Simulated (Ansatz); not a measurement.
NaI built on the rocksalt prototype, relaxed with r2SCAN, was run in the plane-wave code Ansatz under altered settings. All numbers are computed, without spin polarisation but where a row says otherwise.

```
Na I
1.0
     0.00000    3.22972    3.22972
     3.22972    0.00000    3.22972
     3.22972    3.22972    0.00000
Na I
1 1
Direct
  0.00000 0.00000 0.00000
  0.50000 0.50000 0.50000
```

The base run's other keys:
```yaml
kpoints:
  mp_grid: { grid: [4, 4, 4] }
hamiltonian:
  xc: hse06
scf:
  occupations: { method: fixed }
  n_extra_bands: 4
```

It takes 10 iterations with 1363 plane waves at 420 eV and 8 k points, and leaves a mean stress of +0.27 GPa. The gap over this mesh is 4.694 eV.

Outcomes, with energy and stress as changes against the base:
```csv
setting,outcome,ΔF (meV/atom),Δ mean stress (GPa),gap on the mesh (eV),iterations
"PBE hybrid, exx coeff 0.3, omega 0.5 1/Å",converged,–,+0.1,4.285,10
"PBE hybrid, exx coeff 0.15, omega 0.3 1/Å",converged,–,+0.1,4.153,9
"PBE hybrid, exx coeff 0.4, omega 0.5 1/Å",converged,–,0.0,4.497,11
"PBE hybrid, exx coeff 0.5, unscreened",converged,–,-0.4,7.138,15
scf.occupations: fermi_dirac 4,not converged,–,–,–,427
scf.occupations: methfessel_paxton 0.2,converged,0.0,0.0,4.694,10
```
A dash marks a value that wasn't obtained or can't be compared. Stress is positive in compression.

- PBE hybrid, exx coeff 0.3, omega 0.5 1/Å. That is 30 % exact exchange, screened with ω = 0.5 1/Å, against HSE06's 25 % screened at 0.208 1/Å. The mean stress moves by +0.1 GPa and the gap on the mesh by -0.409 eV (to 4.285). Totals of different functionals aren't comparable.
- PBE hybrid, exx coeff 0.15, omega 0.3 1/Å. That is 15 % exact exchange, screened with ω = 0.3 1/Å, against HSE06's 25 % screened at 0.208 1/Å. The mean stress moves by +0.1 GPa and the gap on the mesh by -0.541 eV (to 4.153). Totals of different functionals aren't comparable.
- PBE hybrid, exx coeff 0.4, omega 0.5 1/Å. That is 40 % exact exchange, screened with ω = 0.5 1/Å, against HSE06's 25 % screened at 0.208 1/Å. The mean stress moves by 0.0 GPa and the gap on the mesh by -0.197 eV (to 4.497). Totals of different functionals aren't comparable.
- PBE hybrid, exx coeff 0.5, unscreened. That is 50 % exact exchange, at all ranges, against HSE06's 25 % screened at 0.208 1/Å. The mean stress moves by -0.4 GPa and the gap on the mesh by +2.445 eV (to 7.138). Totals of different functionals aren't comparable.
- scf.occupations: fermi_dirac 4. The calculation stopped without meeting its thresholds. It stopped after 427 iterations; the base needs 10. Nothing that it printed is a property of the solid. Error: did not converge after 100 iterations: exchange_consistency = 2.03e-6 (threshold 1.00e-6), from trace_gap_ev = -9.88e-7 and orbital_symmetrization_band_energy_change_ev = 1.04e-6 […]

Within 1 meV an atom, 0.1 GPa and 0.005 eV of the base stay: scf.occupations: methfessel_paxton 0.2.

No spin-orbit coupling is included; it can move band edges with weight on the heavy atoms by tenths of an eV.

The program warns that its thresholds are loose for a hybrid's stress.

The meshes of the hybrids are coarse, so their gaps aren't converged to the digits shown.
